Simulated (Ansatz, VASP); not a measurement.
Two plane-wave programs on CaSe

The input INCAR:

```
ALGO = Fast
EDIFF = 1E-6
ENCUT = 520
GGA = PE
ISIF = 2
ISMEAR = 0
LASPH = True
LCHARG = True
LELF = True
LREAL = False
LVHAR = True
LWAVE = False
NBANDS = 15
NELM = 100
PREC = Accurate
SIGMA = 0.01
```

KPOINTS

```
k-points
0
Gamma
  4 4 4
```

Contents of POSCAR:

```
CaSe
1.0
    0.0000000000      3.2795613661      3.2795613661
    3.2795613661      0.0000000000      3.2795613661
    3.2795613661      3.2795613661      0.0000000000
Ca Se
1 1
Direct
    0.0000000000      0.0000000000      0.0000000000
    0.2500000000      0.2500000000      0.2500000000
```

Input for Ansatz:

```yaml
crystal:
  lattice:
    - [0.0, 3.2795613661, 3.2795613661]
    - [3.2795613661, 0.0, 3.2795613661]
    - [3.2795613661, 3.2795613661, 0.0]
  atoms:
    - { symbol: Ca, position: [0.0, 0.0, 0.0] }
    - { symbol: Se, position: [0.25, 0.25, 0.25] }
kpoints:
  mp_grid: { grid: [4, 4, 4] }
hamiltonian:
  xc: pbe
scf:
  occupations: { method: fixed }
  n_extra_bands: 4
output:
  forces: true
  stress: true
  eigenvalues: true
```

The cell was built by a generator and needn't be a form met in nature.

Alike in both runs: task single point; functional PBE; k mesh 4 × 4 × 4; no spin polarisation.

```csv
,VASP,Ansatz
version,VASP 6.6.1,Ansatz 0.2.0
potentials or method,"VASP PAW PBE potentials, release 64 (Ca_sv, Se)","plane waves, PAW"
plane-wave cutoff (eV),520,420
occupations,"gaussian, width 0.01 eV",fixed
valence electrons in the cell,16,26
```

|  | VASP | Ansatz | Ansatz less VASP |
| --- | --- | --- | --- |
| gap on the k mesh at the Fermi level (eV) | 3.20 | 3.20 | +0.002 |
| pressure (GPa) | 0.5 | 0.5 | -0.09 |

The two sets of potentials don't hold the same shells in valence.

A k mesh can miss the band edges. PBE gaps usually lie below the measured ones, often by a third to a half.
